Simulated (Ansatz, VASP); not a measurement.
This is a calculation of Mg for VASP 6.6.1.

Contents of INCAR:

```
SYSTEM = Mg
ALGO = Fast
EDIFF = 1E-6
EDIFFG = -0.01
ENCUT = 680
GGA = PE
IBRION = 2
ISIF = 3
ISMEAR = -1
LASPH = .TRUE.
LCHARG = .FALSE.
LREAL = .FALSE.
LWAVE = .FALSE.
NELM = 80
NSW = 60
PREC = Accurate
SIGMA = 0.05
```

Contents of KPOINTS:

```
k-points
0
G
  10 10 5
  0 0 0
```

Contents of POSCAR:

```
Mg
1.0
    3.2093000000      0.0000000000      0.0000000000
   -1.6046500000      2.7793353284      0.0000000000
    0.0000000000      0.0000000000      5.2103000000
Mg
2
Direct
    0.6666666667      0.3333333333      0.7500000000
    0.3333333333      0.6666666667      0.2500000000
```

Potentials or basis: VASP PAW PBE potentials, release 64 (Mg_sv_GW).

Command:

```bash
$ cat potpaw_PBE.64/Mg_sv_GW/POTCAR > POTCAR
$ mpirun -np 1 vasp_std > vasp.out
```

Translate it to Ansatz 0.2.0. Potentials there: Ansatz PAW.

As run (the cutoff follows the program's own potentials):

Contents of input.yaml:

```yaml
crystal:
  lattice:
    - [3.2093, 0.0, 0.0]
    - [-1.60465, 2.7793353284, 0.0]
    - [0.0, 0.0, 5.2103]
  atoms:
    - { symbol: Mg, position: [0.6666666667, 0.3333333333, 0.75] }
    - { symbol: Mg, position: [0.3333333333, 0.6666666667, 0.25] }
hamiltonian:
  xc: pbe
  pseudopotentials: { kind: paw }
kpoints:
  mp_grid: { grid: [10, 10, 5] }
scf:
  occupations: { method: fermi_dirac, width: 0.05 }
output:
  forces: true
  stress: true
relax:
  f_tol: 0.01
  max_steps: 40
  cell: { stress_tol: 0.05 }
```

Potentials or basis: Ansatz PAW.

The run is started by

```console
$ ansatz run input.yaml --threads 2 --pin off --max-ram 5632MiB --backend cpu --events-out ev --progress --plain --runs-dir out
```

Both were run:

|  | VASP | Ansatz | Ansatz less VASP |
| --- | --- | --- | --- |
| relaxed volume (Å³/atom) | 22.54 | 23.02 | +0.482 |
| relaxed cell length with the largest relative difference (Å) | 5.256 | 5.298 | +0.0414 |
| energy change over the relaxation (meV/atom) | -5 | -3 | +2.0 |

Caveats: the plane-wave basis is chosen anew once the cell has moved, so the energies of steps on either side of that aren't comparable (Ansatz).
